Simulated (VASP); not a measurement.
# BP (F-43m): a series in uniaxial stress along [001]

Strain engineering needs slopes: what does uniaxial stress along [001] do to the lattice and the band edges of BP?

Program: VASP 6.6.1. Level of theory: LDA; plane waves and PAW (B, P), in the first sound run; inputs show where later runs differ. Results are calculated unless marked as measured.

Report form: the programs' logs are mostly left out.

**1. The starting structure**

The structure is cubic, space group F-43m (No. 216). Conventional cell: a = 4.538 Å, b = 4.538 Å, c = 4.538 Å, α = 90.00°, β = 90.00°, γ = 90.00°. Nearest to B lie 4 P at 1.97 Å. Nearest to P lie 4 B at 1.97 Å. Farther neighbours are not listed.

Coordinates:

```xyz
2
Lattice="0.0000 2.2690 2.2690 2.2690 0.0000 2.2690 2.2690 2.2690 0.0000" Properties=species:S:1:pos:R:3 pbc="T T T"
B     0.0000    0.0000    0.0000
P     1.1345    1.1345    1.1345
```

**2. Relax the crystal, LDA**

The series starts from the cell that this level prefers, so that zero strain is near zero stress.

This step took 2 runs in a row; the last is shown.

Level: LDA; plane waves and PAW (B, P).

INCAR

```
SYSTEM = BP
PREC = Accurate
ENCUT = 480
EDIFF = 1E-07
NELM = 120
ISMEAR = 0
SIGMA = 0.02
LREAL = .FALSE.
ALGO = Normal
GGA = CA
NBANDS = 10
LASPH = .TRUE.
LORBIT = 11
LWAVE = .FALSE.
LCHARG = .FALSE.
KPAR = 12
IBRION = 2
NSW = 40
ISIF = 3
EDIFFG = -0.005
POTIM = 0.4
```

POSCAR

```
BP
1.0
    0.0000000000      2.2448005768      2.2448005768
    2.2448005768      0.0000000000      2.2448005768
    2.2448005768      2.2448005768      0.0000000000
B P
1 1
Direct
    0.0000000000      0.0000000000      0.0000000000
    0.2500000000      0.2500000000      0.2500000000
```

KPOINTS

```
Automatic mesh
0
Gamma
11 11 11
0 0 0
```

Potentials, in the order of the species: B and P (LDA family, release 64).

Run with:

```bash
$ mpirun -np 12 vasp_std
```

Elapsed: 4 s, on 12 MPI ranks of Intel Xeon Platinum 8488C (Sapphire Rapids), shared host; peak memory 1.4 GiB.

This run gave:

| Property | Result |
| --- | --- |
| energy(sigma→0) of the program | -14.3991 eV |
| stress, compression positive | xx, yy, zz 0.00, 0.00, 0.00 GPa |
| volume | 22.624 Å³ |
| ionic steps | 1 |

**3. Strain across the axis, LDA**

One member in full: the axis is strained by -1.5 %, and the two directions across it are strained alike until their mean stress is under 0.012 GPa or five steps are spent.

This step took 3 runs, each at a new trial strain with the atoms of the one before; the last is shown.

Level: LDA; plane waves and PAW (B, P); cell typed or built by script.

Edit INCAR of step 2 so:

```diff
@@ -15,7 +15,7 @@
 LCHARG = .FALSE.
-KPAR = 12
-IBRION = 2
-NSW = 40
-ISIF = 3
-EDIFFG = -0.005
-POTIM = 0.4
+KPAR = 3
+IBRION = 1
+NSW = 25
+ISIF = 2
+EDIFFG = -0.004
+POTIM = 0.3
```

POSCAR

```
BP
1.0
    0.0000000000      2.2515356870      2.2111285680
    2.2515356870      0.0000000000      2.2111285680
    2.2515356870      2.2515356870      0.0000000000
B P
1 1
Direct
    0.0000000000      0.0000000000      0.0000000000
    0.2500000000      0.2500000000      0.2500000000
```

KPOINTS is that of step 2.

Run with:

```bash
$ mpirun -np 3 vasp_std
```

Wall time 6 s (3 MPI ranks); peak memory 0.36 GiB; 11 s of CPU time.

Numbers from this step:

- energy(sigma→0) of the program: -14.3938 eV
- stress, compression positive: xx, yy, zz 0.00, 0.00, 4.88 GPa
- ionic steps: 1

**4. Band edges, TB-mBJ with spin-orbit coupling**

Short lines in KPOINTS_OPT sample the zone centre along and across the axis, for masses, and the other valleys.

Level: TB-mBJ, spin-orbit coupling; plane waves and PAW (B, P); cell typed or built by script.

TB-mBJ has no energy functional, so the total energy, stress and pressure in this output mean nothing.

INCAR

```
SYSTEM = BP
PREC = Accurate
ENCUT = 480
EDIFF = 1E-06
NELM = 150
ISMEAR = 0
SIGMA = 0.02
LREAL = .FALSE.
ALGO = Normal
METAGGA = MBJ
LASPH = .TRUE.
LNONCOLLINEAR = .TRUE.
MAGMOM = 0 0 0 0 0 0
NBANDS = 18
GGA_COMPAT = .FALSE.
LSORBIT = .TRUE.
LWAVE = .FALSE.
LCHARG = .FALSE.
KPAR = 3
```

POSCAR is that of step 3.

KPOINTS

```
Automatic mesh
0
Gamma
9 9 9
0 0 0
```

KPOINTS_OPT

```
Line mode
6
Line-mode
Reciprocal
  0.00000000   0.00000000   0.00000000
  0.01759560   0.01759560   0.00000000

  0.00000000   0.00000000   0.00000000
  0.00000000  -0.01791715  -0.01791715

  0.31000000   0.31000000   0.00000000
  0.50000000   0.50000000   0.00000000

  0.00000000   0.31000000   0.31000000
  0.00000000   0.50000000   0.50000000

  0.45000000   0.45000000   0.45000000
  0.50000000   0.50000000   0.50000000

  0.45000000   0.00000000   0.00000000
  0.50000000   0.00000000   0.00000000

  0.42500000   0.42500000   0.00000000
  0.42500000   0.44291715   0.01791715

  0.50000000   0.50000000   0.50000000
  0.48733066   0.51266934   0.50000000
```

Run with:

```bash
$ mpirun -np 3 vasp_ncl
```

Run time: 53 s. Hardware: 3 MPI ranks; peak memory 0.83 GiB.

**5. Band edges, r2SCAN with spin-orbit coupling**

Level: r2SCAN, spin-orbit coupling; plane waves and PAW (B, P); cell typed or built by script.

Edit INCAR of step 4 so:

```diff
@@ -4,3 +4,3 @@
 EDIFF = 1E-06
-NELM = 150
+NELM = 100
 ISMEAR = 0
@@ -9,3 +9,3 @@
 ALGO = Normal
-METAGGA = MBJ
+METAGGA = R2SCAN
 LASPH = .TRUE.
```

POSCAR is that of step 4.

KPOINTS is that of step 4.

KPOINTS_OPT is that of step 4.

Run with:

```bash
$ mpirun -np 3 vasp_ncl
```

Run time: 90 s. Hardware: 3 MPI ranks; peak memory 0.79 GiB; 4.3 min of CPU time.

This run gave:

| Item | Value |
| --- | --- |
| energy(sigma→0) of the program | -58.9071 eV |
| stress, compression positive | xx, yy, zz 3.90, 3.90, 9.21 GPa |

The run ends at a pressure of 5.67 GPa.

**6. The table**

Runs beyond LDA use the data sets made with LDA; this shifts their levels slightly, and their total energies have another zero (at TB-mBJ, which has no energy functional, they mean nothing).

The other members went through these steps as far as the tables show, with the same cutoff and, step by step, the same mesh; 41 runs are not shown. The session took 1.2 core hours (wall time by ranks) on a shared machine.

```tsv
strain along the axis (%)	strain across the axis (%)	stress along the axis, tension positive (GPa)	energy above the unstrained row (meV/atom)	gap on the mesh, LDA (eV)
-2.000	0.406	-6.489	4.666	0.798
-1.500	0.300	-4.878	2.632	0.893
-1.000	0.197	-3.258	1.177	0.988
-0.500	0.097	-1.633	0.299	1.082
0	0.000	-0.005	0.000	1.176
0.500	-0.092	1.632	0.273	1.137
1.000	-0.182	3.269	1.122	1.098
1.500	-0.269	4.908	2.545	1.060
2.000	-0.353	6.546	4.542	1.022
```

Slopes at zero strain, from cubics through all rows: strain ratio -0.190, stress over strain 327 GPa.

Band edges at TB-mBJ with spin-orbit coupling, counted from the valence-band top at Γ, spin-orbit pairs averaged, with one row partly withheld:

```tsv
strain along the axis (%)	gap (eV)	conduction band at Γ (eV)	Δ or X valley along z (eV)	Δ or X valley along x (eV)	lowest conduction level at L, [111] (eV)	lowest conduction level at L, [-111] (eV)	second valence level below the top (eV)	third valence level below the top (eV)
-2.000	1.623	4.072	1.621	1.939	4.555	4.555	0.252	0.281
-1.500	1.725	4.132	1.723	1.960	4.616	4.616	0.186	0.216
-1.000	1.826	4.190	1.825	1.981	4.669	4.669	0.121	0.151
-0.500	1.925	4.244	1.924	2.002	4.710	4.710	0.057	0.089
0	2.016	4.280	2.015	2.015	4.733	4.733	0.000	0.042
0.500	1.974	4.249	2.049	1.973	4.686	4.686	0.021	0.086
1.000	1.932	4.214	2.082	1.931	4.628	4.628	0.025	0.149
1.500	1.891	4.178	?	1.889	4.560	4.560	0.026	0.214
2.000	1.850	4.141	2.145	1.848	4.483	4.483	0.026	0.279
```

Band edges at r2SCAN with spin-orbit coupling, counted from the valence-band top at Γ, spin-orbit pairs averaged:

```tsv
strain along the axis (%)	gap (eV)	conduction band at Γ (eV)	Δ or X valley along z (eV)	Δ or X valley along x (eV)	lowest conduction level at L, [111] (eV)	lowest conduction level at L, [-111] (eV)	second valence level below the top (eV)	third valence level below the top (eV)
-2.000	0.988	3.450	0.988	1.318	4.130	4.130	0.238	0.267
-1.500	1.090	3.508	1.089	1.335	4.195	4.195	0.176	0.205
-1.000	1.190	3.565	1.190	1.352	4.250	4.250	0.115	0.144
-0.500	1.289	3.617	1.288	1.369	4.292	4.292	0.054	0.086
0	1.380	3.652	1.380	1.380	4.313	4.313	0.000	0.041
0.500	1.338	3.622	1.416	1.337	4.265	4.265	0.021	0.083
1.000	1.296	3.587	1.452	1.295	4.201	4.201	0.024	0.142
1.500	1.254	3.551	1.487	1.253	4.125	4.125	0.025	0.204
2.000	1.214	3.516	1.521	1.212	4.039	4.039	0.026	0.267
```

**7. Working out the slope**

The quantity to fit is the splitting of the Δ or X valleys (z less x) at TB-mBJ with spin-orbit coupling: -0.318, -0.236, -0.156, -0.078, 0.000, 0.076, 0.151, 0.297 eV in the rows shown.

Fitting a parabola to the 8 known rows (d: strain along the axis less the strain across it, in %) gives E = − 0.001209 d² + 0.1292 d − 7.19e-6 in eV; the residuals are 3.6e-5 eV r.m.s.

At d = 1.769 this predicts 0.2248 eV.

**8. The withheld row**

The calculation gives 0.2249 eV, so the prediction is 0.0001 eV too low.

The splitting is Ξu times d, with d as a fraction, so the linear term gives Ξu = 12.9 eV.

**9. Summary of results**

* Poisson ratio: 0.190
* Young's modulus along the axis: 327 GPa
* gap of the unstrained cell, TB-mBJ with spin-orbit coupling: 2.02 eV
* gap of the unstrained cell, r2SCAN with spin-orbit coupling: 1.38 eV
* shear deformation potential Ξu of the Δ or X valleys: 12.9 eV
* error of the predicted row: -0.1 meV

As a check, the curvature of the energy gives 326 GPa for the same modulus (energy per volume = E/2 × strain²), 0 % from the slope of the stress. At TB-mBJ with spin-orbit coupling the lowest conduction valley is Δ or X throughout, and the gap runs between 1.62 and 2.02 eV. At r2SCAN with spin-orbit coupling the lowest conduction valley is Δ or X throughout, and the gap runs between 0.99 and 1.38 eV. Hole masses are left out throughout, since the top bands are degenerate or cross in many series; of conduction masses, those of the Γ, L and (for Si and Ge under (001) strain) Δ valleys are kept where they change by under an eighth between rows. TB-mBJ is a potential fitted for gaps; it has no energy functional, so its total energies and forces mean nothing, and its bands tend to come out too narrow. r2SCAN opens gaps somewhat over GGA but leaves them below measured values as a rule. Δ or X levels are the lowest on their line, refined by a parabola unless they lie at X; the gap is read from all points sampled and can differ from the lowest valley by some meV, or by tens of meV where strain moves the valence top off Γ. Temperature, zero-point motion and excitons are left out.

[Lines on the potential files, build, host, timing and source positions are cut from VASP's logs without a mark.]

[Logs are printed without paths, hosts, clocks, repeated set-up lines and the standing remarks that a program may print on its own settings, such as how far it seeks lower states.]

[Hosts, paths, dates, database ids (printed as entryN), source tags and the programs' standing remarks are cut or masked in the printed files.]

[In band tables of VASP the shares of atoms and orbitals are scaled to a sum of 1 inside the atoms' spheres.]
